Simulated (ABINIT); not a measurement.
Crystal: AlNi3.

```
Ni Al
1.0
     3.52305    0.00000    0.00000
     0.00000    3.52305    0.00000
     0.00000    0.00000    3.52305
Ni Al
3 1
Cartesian
  1.7615 1.7615 0.0000
  1.7615 0.0000 1.7615
  0.0000 1.7615 1.7615
  0.0000 0.0000 0.0000
```

The cell is a database's computed one.

Base run:

| Quantity | Value |
| --- | --- |
| Program | ABINIT 10.8.3 (patched build) |
| Functional | PBE |
| Potentials or basis | JTH PAW PBE v2.0 |
| Cutoff | 1116 eV |
| k mesh | 5 × 5 × 5 |
| Occupations | fermi-dirac, width 0.05 eV |
| Spin | collinear spin, ferromagnetic start |
| Starting moments | [1.0, 1.0, 1.0, 0.0] μB |

Its results: band gap on the k mesh none (metal or under the smearing width); pressure 7.6 GPa; net moment 0.54 μB per cell; site moments Ni +0.21; Al -0.01 μB.

Task: The run is repeated on the same cell with these changes: k mesh from 5 × 5 × 5 to 3 × 3 × 3. What comes out?

Result: Band gap on the k mesh none (metal or under the smearing width); pressure 8.8 GPa; net moment 0.38 μB per cell; site moments Ni +0.14; Al -0.00 μB.

Caveats: some runs use coarse meshes; small starting moments can end in a higher magnetic state in this program.
